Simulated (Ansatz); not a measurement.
# What strain does to GaN (zincblende)

GaN (zincblende), relaxed with r2SCAN in the plane-wave code Ansatz. It is cubic, F-43m (No. 216); conventional cell a = 4.498 Å, 11.37 Å³ an atom. Ga is surrounded by 4 N at 1.95 Å; N is surrounded by 4 Ga at 1.95 Å.

The axes x, y and z are those of this cell:
```
CELL_PARAMETERS angstrom
0.00000 2.24895 2.24895
2.24895 0.00000 2.24895
2.24895 2.24895 0.00000
ATOMIC_POSITIONS crystal
Ga 0.00000 0.00000 0.00000
N 0.25000 0.25000 0.25000
```

Unstrained: With PBE the gap is 1.756 eV and direct, at Γ. r2SCAN gives a direct gap of 2.168 eV at Γ. HSE06 gives a direct gap of 3.005 eV at Γ. Meshes: PBE 10×10×10, r2SCAN 10×10×10, HSE06 6×6×6. Strains are changes of length per length. After each strain the atoms were relaxed again with r2SCAN within the symmetry that the strain leaves, so tilts or polar shifts that break it weren't tested; points keep the names that they have in the unstrained zone. No spin polarisation and no zero-point or thermal motion.

Changes of the least gap in eV (an overlap counts as a negative gap):

| strain | volume change (%) | space group | PBE | r2SCAN | HSE06 | G0W0@PBE (mesh) | energy rise, r2SCAN (meV/atom) |
| --- | --- | --- | --- | --- | --- | --- | --- |
| epitaxial -1.0 % in the xy plane, free normal strain +1.06 % | -1.0 | I-4m2 | +0.026 | +0.030 | +0.036 | +0.04 | 2.0 |
| isotropic -5.0 % on every length | -14.3 | F-43m | +0.976 | +1.029 | +1.123 | +1.27 | 185.8 |
| epitaxial +4.0 % in the plane normal to [111], free normal strain -1.61 % | +6.4 | R3m | -0.648 | -0.674 | -0.704 | -0.84 | 48.0 |
| uniaxial +3.0 % along x | +3.0 | I-4m2 | -0.240 | -0.250 | -0.269 | -0.31 | 8.9 |
| isotropic +1.0 % on every length | +3.0 | F-43m | -0.192 | -0.200 | -0.221 | -0.26 | 6.1 |

Unstrained, G0W0@PBE with 94 empty bands, a screening cutoff of 150 eV and a 6×6×6 mesh gives 2.86 eV on its mesh; the band count follows the volume. The G0W0 figures hold for the stated bands, cutoff and mesh and aren't extrapolated.

Epitaxial -1.0 % in the xy plane, free normal strain +1.06 %. HSE06: the gap goes from 3.005 to 3.041 eV (+0.036 eV); with r2SCAN the top three valence levels at Γ, degenerate before, become 2+1 from the top over 101 meV. Stress change with r2SCAN, compression positive: xx +2.83, yy +2.83, zz +0.01 GPa.

Isotropic -5.0 % on every length. HSE06: the gap goes from 3.005 to 4.128 eV (+1.123 eV). Stress change with r2SCAN, compression positive: xx +42.00, yy +42.00, zz +42.00 GPa. For HSE06, dE_g/d ln V = -7.3 eV over this step.

Epitaxial +4.0 % in the plane normal to [111], free normal strain -1.61 %. HSE06: the gap goes from 3.005 to 2.301 eV (-0.704 eV); with r2SCAN the top three valence levels at Γ, degenerate before, become 1+2 from the top over 278 meV. Stress change with r2SCAN, compression positive: xx -10.50, yy -10.50, zz -10.50, xy +5.25, xz +5.25, yz +5.25 GPa.

Uniaxial +3.0 % along x, other directions held. HSE06: the gap goes from 3.005 to 2.736 eV (-0.269 eV); with r2SCAN the top three valence levels at Γ, degenerate before, become 2+1 from the top over 144 meV. Stress change with r2SCAN, compression positive: xx -8.32, yy -4.10, zz -4.10 GPa.

Isotropic +1.0 % on every length. HSE06: the gap goes from 3.005 to 2.784 eV (-0.221 eV). Stress change with r2SCAN, compression positive: xx -5.50, yy -5.50, zz -5.50 GPa. For HSE06, dE_g/d ln V = -7.4 eV over this step.

The meshes of the hybrids are coarse, so their gaps aren't converged to the digits shown.

The splittings at Γ are without spin-orbit coupling, which regroups them where it is of like size or larger.

With a shallow d shell on the cation, G0W0 converges slowly in bands and cutoff, so these values are in doubt.
